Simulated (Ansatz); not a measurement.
Input and command of a calculation in Ansatz (plane waves; scalar-relativistic PAW potentials unless the input names others):

```yaml
crystal:
  lattice:
    - [-1.2324898335, -2.1347350114, 0.0]
    - [1.2324898335, -2.1347350114, 0.0]
    - [-0.2464979667, -0.4269470023, 13.4768657407]
  atoms:
    - { symbol: C, position: [0.82501, 1.0, 0.87495] }
    - { symbol: C, position: [0.92501, 1.0, 0.37495] }
    - { symbol: C, position: [-0.02499, 0.0, 0.12495] }
    - { symbol: C, position: [-0.12499, 0.0, 0.62495] }
    - { symbol: C, position: [0.4916766667, 0.6666666667, 0.87495] }
    - { symbol: C, position: [0.5916766667, 0.6666666667, 0.37495] }
    - { symbol: C, position: [0.3083433333, 0.3333333333, 0.12495] }
    - { symbol: C, position: [0.2083433333, 0.3333333333, 0.62495] }
basis:
  ecutwfc: 420
  xc_grid: 4
kpoints:
  mp_grid: { grid: [22, 22, 4] }
hamiltonian:
  xc: pbe
  dispersion: d3bj
scf:
  occupations: { method: gaussian, width: 0.15 }
output:
  forces: true
  eigenvalues: true
  stress: true
```

```bash
ansatz run input.yaml --threads 2 --pin off --max-ram 5120MiB --backend cpu --events-out ev --progress --plain --runs-dir out
```

Abridged log:
```
Basis set: ecut = 420 eV, 1333 PW (Γ), exchange–correlation on 72×72×384 points (64 copies of the dense FFT grid, shifted against one another)
Bands: 24, of which v1, the nominal top of the filled ones, is band 16 counted from 1 (15 counted from 0)
Symmetry: 2 space group operations
k-points: 972 of 1936
SCF iter   1: F=—  HF=-2008.676417 eV  |F-HF|=—  |Δ(HF+E_count)|=         —  Δρ=2.57e-3  dr2=3.97e-3  ethr=1.77e-3  ⟨swp⟩=5.9  Hψ=112533  notcnv=0
SCF iter   2: F=—  HF=-2008.676853 eV  |F-HF|=—  |Δ(HF+E_count)|=   4.36e-4  Δρ=1.11e-3  dr2=5.12e-4  ethr=1.24e-5  ⟨swp⟩=2.4  Hψ=46633  notcnv=0  defer=1
SCF iter   3: F=—  HF=-2008.677289 eV  |F-HF|=—  |Δ(HF+E_count)|=   4.36e-4  Δρ=2.14e-4  dr2=3.07e-5  ethr=1.60e-6  ⟨swp⟩=2.1  Hψ=35593  notcnv=0  defer=1
SCF iter   4: F=—  HF=-2008.677314 eV  |F-HF|=—  |Δ(HF+E_count)|=   2.44e-5  Δρ=1.15e-4  dr2=5.35e-6  ethr=9.60e-8  ⟨swp⟩=2.3  Hψ=32090  notcnv=0  defer=1
SCF iter   5: F=—  HF=-2008.677321 eV  |F-HF|=—  |Δ(HF+E_count)|=   7.70e-6  Δρ=4.44e-5  dr2=8.43e-7  ethr=1.67e-8  ⟨swp⟩=2.6  Hψ=33933  notcnv=0  defer=1
SCF iter   6: F=-2008.677323 eV  HF=-2008.677323 eV  |F-HF|=9.35e-8  |Δ(HF+E_count)|=   1.24e-6  Δρ=1.16e-5  dr2=4.46e-8  ethr=3.13e-10  ⟨swp⟩=8.1  Hψ=124057  notcnv=0
SCF 1 converged in 6 iterations: F = -2008.677323 eV  dr2 = 4.46e-8
SCF converged after 6 iterations
Free energy (F): -2008.677323 eV
Harris-Foulkes:  -2008.677323 eV  (|F-HF|=9.35e-8)
Internal energy: -2008.676532 eV  (E = F + TS)
E sigma→0 (E₀):  -2008.676927 eV
Entropy (-TS):   -0.000791 eV (-0.099 meV/atom)
Fermi energy:    6.958123 eV
  E_disp       = -1.244597  (pairwise vdW)
--- Forces (eV/Å), atoms counted from 1 ---
  atom   1  C     -0.00495941    -0.00042242    -0.00923336
  atom   2  C      0.00008416     0.00008475    -0.00032784
  atom   3  C      0.00495941     0.00042242     0.00923336
  atom   4  C     -0.00008416    -0.00008475     0.00032784
  atom   5  C     -0.00971974    -0.00621442    -0.00311282
  atom   6  C      0.00021583     0.00016543     0.00028384
  atom   7  C      0.00971974     0.00621442     0.00311282
  atom   8  C     -0.00021583    -0.00016543    -0.00028384
--- Stress (GPa, compression-positive) ---
        0.010716       0.019584       0.119040
        0.019584      -0.100696       0.055026
        0.119039       0.055027       0.131018
  P = ⅓ Tr σ = 0.0137 GPa (0.137 kbar)
```

Apart from outputs and empty bands, the input differs from a reference run on usual settings in basis.xc_grid: not typed → 4. The reference, at the same geometry (not necessarily relaxed), gave pressure 0.01 GPa, largest force 0.012 eV/Å, gap on the mesh 0.19 eV. This run converged in 6 SCF iterations (reference: 6) with an energy at zero smearing 0.01 meV/atom below the reference's, pressure 0.01 GPa, largest force 0.012 eV/Å, gap on the mesh 0.19 eV.

Time: 42 s on 2 threads of Arm Neoverse V1 (shared host), peak memory 1.4 GiB.